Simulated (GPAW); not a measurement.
GaN: band structure with RPBE

**Measured values to compare with.**

A printed reference work, textbook reports, for a bulk crystal of GaN at 0 K: band gap 3.299 eV (direct).

GaN:

```
Ga N
1.0
     0.00000    2.25350    2.25350
     2.25350    0.00000    2.25350
     2.25350    2.25350    0.00000
Ga N
1 1
Direct
  0.00000 0.00000 0.00000
  0.25000 0.25000 0.25000
```

The cell is a database's computed one.

| Quantity | Value |
| --- | --- |
| Program | GPAW 26.7.0 |
| Task | band structure |
| Functional | RPBE |
| Potentials or basis | the program's PAW data sets (release 1.2.1) made for this functional |
| Cutoff | 800 eV |
| Basis | pw |
| k mesh | 10 × 10 × 10 |
| Occupations | fermi-dirac, width 0.05 eV |
| Spin | spin-orbit coupling, no magnetisation |
| Maxiter | 150 |
| Band path | GXWKGLUWLK,UX |
| Band points | 80 |
| spin axis theta (degrees) | 54.7 |
| spin axis phi (degrees) | 45 |
| Soc after scf | second variation |

```yaml
Pressure: 16.8 GPa
Band_gap_on_the_k_mesh: 1.85 eV, direct
Band_gap_along_the_path: 1.85 eV, direct
```

Levels at the corners of the path, in eV from the valence-band top:
```tsv
point	band 6	band 7	band 8	band 9	band 10	band 11
Γ	0.00	0.00	0.00	1.85	1.85	10.25
X	-2.67	-2.62	-2.62	3.44	3.44	6.84
W	-3.74	-3.58	-3.53	6.34	6.35	8.57
K	-4.21	-2.14	-2.14	5.12	5.12	8.04
Γ	0.00	0.00	0.00	1.85	1.85	10.25
L	-0.97	-0.94	-0.94	4.80	4.80	8.88
U	-4.21	-2.14	-2.14	5.12	5.12	8.04
W	-3.74	-3.58	-3.53	6.34	6.35	8.57
L	-0.97	-0.94	-0.94	4.80	4.80	8.88
K	-4.21	-2.14	-2.14	5.12	5.12	8.04
U	-4.21	-2.14	-2.14	5.12	5.12	8.04
X	-2.67	-2.62	-2.62	3.44	3.44	6.84
```

Wall time 20 s on 1 thread of Intel(R) Xeon(R) Platinum 8559C (Emerald Rapids), with other jobs on the host, peak memory 0.25 GiB.

Against the measured gap of GaN, 3.299 eV (direct; 0 K; a printed reference work, textbook), the calculated 1.85 eV is off by -1.44 eV. The value is that of RPBE, without temperature or zero-point motion. Semilocal functionals fall short of measured gaps as a rule. The cell is a database's relaxed one, not the measured one, which moves gaps too.

Caveat: spin-orbit coupling was added after a scalar SCF, so levels and gaps hold it while energy, forces, pressure and moments don't; this program's spin-orbit splittings come out too wide for heavy elements; so large a pressure means that the cell lies far from this level's equilibrium, or that cutoff or potentials fall short.
